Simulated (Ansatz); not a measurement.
A plane-wave DFT run in Ansatz 0.2.0 (scalar-relativistic PAW potentials unless the input names others): input and command.

```yaml
crystal:
  lattice:
    - [0.0, 3.2511941619, 3.2511941619]
    - [3.2511941619, 0.0, 3.2511941619]
    - [3.2511941619, 3.2511941619, 0.0]
  atoms:
    - { symbol: Bi, position: [0.0, 0.0, 0.0] }
    - { symbol: Te, position: [0.5, 0.5, 0.5] }
basis:
  ecutwfc: 420
  ecutrho_ratio: 2
kpoints:
  mp_grid: { grid: [18, 18, 18] }
hamiltonian:
  xc: pbe
scf:
  occupations: { method: gaussian, width: 0.15 }
  max_iter: 50
output:
  forces: true
  eigenvalues: true
  stress: true
```

```bash
ansatz run input.yaml --threads 1 --pin off --max-ram 2560MiB --backend cpu --events-out ev --progress --plain --runs-dir out
```

Abridged log:
```
Warning: basis.ecutrho_ratio = 2 (ecutrho = 840 eV) is below the records' recommended 1680 eV
Basis set: ecut = 420 eV, 1363 PW (Γ), exchange–correlation on 60×60×60 points (8 copies of the dense FFT grid, shifted against one another)
Bands: 20, of which v1, the nominal top of the filled ones, is band 16 counted from 1 (15 counted from 0)
Symmetry: 48 space group operations
k-points: 195 of 5832
SCF iter   1: F=—  HF=-19376.660848 eV  |F-HF|=—  |Δ(HF+E_count)|=         —  Δρ=1.03e-3  dr2=1.48e-3  ethr=1.77e-3  ⟨swp⟩=6.1  Hψ=19632  notcnv=0
SCF iter   2: F=—  HF=-19376.659147 eV  |F-HF|=—  |Δ(HF+E_count)|=   1.70e-3  Δρ=6.38e-4  dr2=1.94e-4  ethr=4.76e-6  ⟨swp⟩=2.1  Hψ=8523  notcnv=0
SCF iter   3: F=—  HF=-19376.659078 eV  |F-HF|=—  |Δ(HF+E_count)|=   6.95e-5  Δρ=2.57e-4  dr2=4.36e-5  ethr=6.27e-7  ⟨swp⟩=2.0  Hψ=6870  notcnv=0
SCF iter   4: F=—  HF=-19376.659055 eV  |F-HF|=—  |Δ(HF+E_count)|=   2.28e-5  Δρ=1.20e-4  dr2=9.65e-6  ethr=1.41e-7  ⟨swp⟩=2.1  Hψ=5271  notcnv=0
SCF iter   5: F=—  HF=-19376.659050 eV  |F-HF|=—  |Δ(HF+E_count)|=   4.97e-6  Δρ=3.82e-5  dr2=9.89e-7  ethr=3.11e-8  ⟨swp⟩=2.1  Hψ=6768  notcnv=0
SCF iter   6: F=-19376.659049 eV  HF=-19376.659049 eV  |F-HF|=2.82e-8  |Δ(HF+E_count)|=   4.96e-7  Δρ=6.56e-6  dr2=2.60e-8  ethr=3.23e-10  ⟨swp⟩=6.0  Hψ=21703  notcnv=0
SCF 1 converged in 6 iterations: F = -19376.659049 eV  dr2 = 2.60e-8
SCF converged after 6 iterations
Free energy (F): -19376.659049 eV
Harris-Foulkes:  -19376.659049 eV  (|F-HF|=2.82e-8)
Internal energy: -19376.642421 eV  (E = F + TS)
E sigma→0 (E₀):  -19376.650735 eV
Entropy (-TS):   -0.016628 eV (-8.314 meV/atom)
Fermi energy:    9.599672 eV
--- Forces (eV/Å), atoms counted from 1 ---
  atom   1  Bi     0.00000000     0.00000000     0.00000000
  atom   2  Te     0.00000000     0.00000000     0.00000000
--- Stress (GPa, compression-positive) ---
        0.028205       0.000000       0.000000
        0.000000       0.028205       0.000000
        0.000000       0.000000       0.028205
  P = ⅓ Tr σ = 0.0282 GPa (0.282 kbar)
settings of this run that can trade accuracy for cost: basis.ecutrho_ratio < 4. Do not mix this run's numbers with those of runs without the same settings; the input reference describes each key
```

One setting here is unusual or wrong in general: a density cutoff too low for products of the waves, which reach up to 4 times the waves' cutoff (basis.ecutrho_ratio: not typed → 2). For this cell it did little harm to the result: the run converged in 6 SCF iterations (reference: 6) with an energy at zero smearing 0.21 meV/atom below the reference's, pressure 0.03 GPa, largest force 0.000 eV/Å, no gap on the mesh. A reference run from the same start on usual settings converged with pressure 0.03 GPa, largest force 0.000 eV/Å, no gap on the mesh.

It took 12 s on 1 thread of Intel(R) Xeon(R) 6975P-C (Granite Rapids) (shared host), peak memory 0.58 GiB.